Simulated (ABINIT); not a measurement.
Here is an ABINIT 10.8.3 (patched build) calculation.

File run.abi:

```
ndtset 3

pp_dirpath "./"
pseudos "Cu.upf, Al.upf"

acell 4.105182 4.105182 2.891313 Angstrom
rprim
     1.0000000000     0.0000000000     0.0000000000
     0.0000000000     1.0000000000     0.0000000000
     0.0000000000     0.0000000000     1.0000000000
ntypat 2
znucl 29 13
natom 3
typat 1 2 2
xred
            0.0            0.0            0.0
            0.0            1/2            1/2
            1/2            0.0            1/2

ecut 46.0

ngkpt 12 12 16
nshiftk 1
shiftk 0.5 0.5 0.5
istwfk *1

ixc 7

occopt 3
tsmear 0.1 eV

nstep 80

iomode 3
prteig 0
prtebands 0

nband1 17
tolvrs1 1.0e-12
prtden1 1
prtwf1 0
kptopt1 1

iscf2 -3
getden2 1
nband2 24
nbdbuf2 4
tolwfr2 1.0e-12
nstep2 120
prtden2 0
kptopt2 1

optdriver3 8
wfk_task3 "wfk_optics_fullbz"
getwfk3 2
nband3 20
kptopt3 1
prtevk3 1
inclvkb3 2
```

File optic.abi:

```
&FILES
 ddkfile_1 = 'runo_DS3_1_EVK.nc',
 ddkfile_2 = 'runo_DS3_2_EVK.nc',
 ddkfile_3 = 'runo_DS3_3_EVK.nc',
 wfkfile = 'runo_DS3_WFK.nc'
/
&PARAMETERS
 broadening = 0.007350,
 domega = 0.002,
 maxomega = 0.8,
 scissor = 0.000000,
 tolerance = 0.002
/
&COMPUTATIONS
 num_lin_comp = 2,
 lin_comp = 11,33,
 num_nonlin_comp = 0
/
```

Potentials or basis: PseudoDojo NC SR LDA v0.4.1 standard.

The run is started by

```console
$ mpirun --bind-to none -np 4 abinit run.abi > log 2>&1
$ optic optic.abi > optic.log 2>&1
```

Question: Estimate the pressure.

Answer: -5.4 GPa.

Dielectric function (mean over the directions given):
| energy (eV) | real part | imaginary part |
| --- | --- | --- |
| 0.33 | 35.02 | 27.24 |
| 1.31 | 6.81 | 33.42 |
| 2.29 | -0.92 | 19.95 |
| 3.37 | -5.76 | 6.92 |
| 4.35 | -2.05 | 4.46 |
| 5.44 | -1.99 | 3.25 |
| 6.42 | -1.42 | 2.39 |
| 7.51 | -1.11 | 1.71 |
| 8.49 | -0.62 | 1.41 |
| 9.58 | -0.54 | 1.16 |
| 10.56 | -0.35 | 0.88 |
| 11.65 | -0.21 | 0.68 |
| 12.63 | -0.06 | 0.56 |
| 13.71 | 0.06 | 0.47 |
| 14.69 | 0.13 | 0.39 |
| 15.78 | 0.23 | 0.32 |
| 16.76 | 0.29 | 0.29 |
| 17.85 | 0.31 | 0.24 |
| 18.83 | 0.34 | 0.17 |
| 19.92 | 0.39 | 0.08 |

Caveat: the intraband (Drude) term is left out; spectra need much finer meshes, so this one isn't converged; independent-particle spectra lack excitons.
